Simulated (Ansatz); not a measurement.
## Si3N4: what a change does to the field gradients

Base: a structure deposited in the COD, ions relaxed with PBE at fixed cell.

```
CELL_PARAMETERS angstrom
7.59500 0.00000 0.00000
-3.79750 6.57746 0.00000
0.00000 0.00000 2.90230
ATOMIC_POSITIONS crystal
Si 0.76732 0.17356 0.32564
Si 0.59376 0.76732 0.82564
Si 0.82644 0.59376 0.32564
Si 0.23268 0.82644 0.82564
Si 0.40624 0.23268 0.32564
Si 0.17356 0.40624 0.82564
N 0.02936 0.32975 0.32565
N 0.69961 0.02936 0.82565
N 0.67025 0.69961 0.32565
N 0.97064 0.67025 0.82565
N 0.30039 0.97064 0.32565
N 0.32975 0.30039 0.82565
N 0.33333 0.66667 0.82553
N 0.66667 0.33333 0.32553
```

Sites (sets of like atoms) are named by element and the number of their first atom in this list.

The numbers come from a DFT calculation in Ansatz (PBE, plane waves and PAW (field gradients read without the response of the frozen cores, which leaves them typically 4 to 6 % off), scalar-relativistic, 420 eV cutoff, Γ-centred 4×4×10 k-points, Fermi–Dirac smearing 0.02 eV).

Question: Variant: z stretched by 1 %, ions relaxed. What happens to the gradients (10²¹ V/m²)?

Answer: 

| site | atoms | V_zz base | η base | V_zz variant | η variant |
| --- | --- | --- | --- | --- | --- |
| Si | 1, 2, 3, 4, 5, … | 0.91 | 0.27 | 0.91 | 0.37 |
| N7 | 7, 8, 9, 10, 11, … | -5.10 | 0.07 | -5.22 | 0.13 |
| N13 | 13, 14 | -5.03 | 0.00 | -5.08 | 0.00 |

The largest change of V_zz is on N7, from -5.10 to -5.22. In per cent, |V_zz| changes by 0 on Si, +1 to +2 on N (all sites that start above 0.5).

For the base: At this cell the PBE pressure is 6 GPa, so with PBE the cell would grow if it were relaxed.
